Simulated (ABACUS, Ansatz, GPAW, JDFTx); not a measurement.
Ni: energy against volume and a worked fit

Space group Fm-3m (No. 225). a = 3.475 Å, b = 3.475 Å, c = 3.475 Å, α = 90.00°, β = 90.00°, γ = 90.00°
```json
{"atom": "Ni", "site": "4a", "symmetry": "m-3m", "x": "0.0000", "y": "0.0000", "z": "0.0000"}
```

The cell was scaled at fixed shape and fractions and run with Ansatz, Ansatz PAW, cutoff 420 eV; PBEsol, k mesh 13 × 13 × 13 on the cell of 1 atom, fermi-dirac occupations of 0.05 eV, collinear spin, ferromagnetic start, no spin-orbit coupling. The potentials were made for PBE. Energies are those that the program minimises, any entropy of the smearing included. For a metal such a mesh isn't converged to the digits shown. The magnetic state is the one that the start led to, which needn't be the lowest.

```tsv
V (Å³/atom)	energy over the lowest row (meV/atom)
9.8625	20.04
10.0723	?
10.2822	0.00
10.4920	0.12
10.7019	6.03
10.9117	17.06
11.1215	32.65
```

Problem. Fit the third-order Birch-Murnaghan form, give V0, B0 and B′, and predict the energy left open.

Solution. With y = (V0/V)^(2/3), E = E0 + (9 V0 B0/16) [(y - 1)³ B′ + (y - 1)² (6 - 4y)]. Least squares through the rows shown give V0 = 10.3817 Å³/atom, E0 = -0.71 meV, B0 = 231.7 GPa (1 eV/Å³ = 160.218 GPa) and B′ = 4.83, with a largest miss of 0.01 meV. At V = 10.0723 the form with these constants gives 6.36 meV; the run gave 6.36 meV an atom. Other set-ups at this level, from all their volumes (Å³/atom, GPa): ABACUS, PseudoDojo NC SR 0.4.1 PBEsol standard, plane waves: V0 10.381, B0 230.8; GPAW, PAW data sets generated for this functional: V0 10.523, B0 234.8; JDFTx, PseudoDojo-SR-PBEsol-0.4.1-standard: V0 10.387, B0 230.2; JDFTx, PseudoDojo-SR-PBEsol-0.4.1-standard with smoothed tails: V0 10.380, B0 230.8.

The curve is steeper on compression than on expansion, as the positive B′ of 4.83 expresses: squeezing the lattice rapidly raises the kinetic energy of the sp electrons and the overlap repulsion, while the partly filled 3d band supplies much of the cohesion that resists stretching. Recovering the omitted energy shows that the curve is smooth, but as an interpolation it says little about absolute accuracy.

The fitted volume is smaller and the bulk modulus larger than measured for nickel. This is the familiar overbinding of 3d metals by PBEsol, whose weakened gradient correction favours short bonds; neglected thermal and zero-point expansion probably adds a smaller share.

The ABACUS and JDFTx volumes lie close to the fitted one, though their related pseudopotentials make them less than independent checks. GPAW stands apart with a larger volume and yet a higher bulk modulus, against the usual softening on expansion, which suggests a difference in the data sets or the magnetic solution. Without moments along the curve, the magnetic contribution to the stiffness can't be separated.
